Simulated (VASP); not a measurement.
**BAs under changes of volume**

One of the cells (13.572 Å³/atom); the others are scaled copies at fixed shape and fractional positions:

```
As B
1.0
     0.00000    2.38532    2.38532
     2.38532    0.00000    2.38532
     2.38532    2.38532    0.00000
As B
1 1
Direct
  0.75000 0.75000 0.75000
  0.00000 0.00000 0.00000
```

* Program: VASP 6.6.1
* Functional: HSE06
* Potentials or basis: VASP PAW PBE potentials, release 64 (As, B)
* Cutoff: 520 eV
* k mesh: 6 × 6 × 6
* Occupations: gaussian, width 0.02 eV
* Spin: no spin polarisation

```tsv
volume (Å³/atom)	energy over the lowest point (meV/atom)	pressure (GPa)	gap on the mesh (eV)
13.029	10.75	6.5	1.93
13.301	?	?	?
13.572	0.00	0.0	1.96
13.843	2.34	-2.8	1.98
14.115	9.21	-5.3	1.99
```

Task: What does the run at 13.301 Å³/atom give?

Result: Energy over the lowest point 2.66 meV/atom; pressure 3.1 GPa; gap on the mesh 1.94 eV.

Worked out: A Birch-Murnaghan fit of order 2 (a polynomial in V^(-2/3)) to the other rows has its minimum at 13.57 Å³/atom with B0 = V·E''(V) = 147 GPa. It gives 2.61 meV/atom at 13.301 Å³/atom, against the run's 2.66, and -dE/dV = 3.1 GPa, against 3.1. A straight line through the other rows of the gap, of slope 0.77 eV per unit of ln V, gives 1.95 eV, against the run's 1.94.

Energies are extrapolated to zero smearing.

Caveats: the PAW data sets were made with another functional, which shifts forces and pressure a little.

A mesh can miss the band edges. Spin-orbit coupling on As is left out.
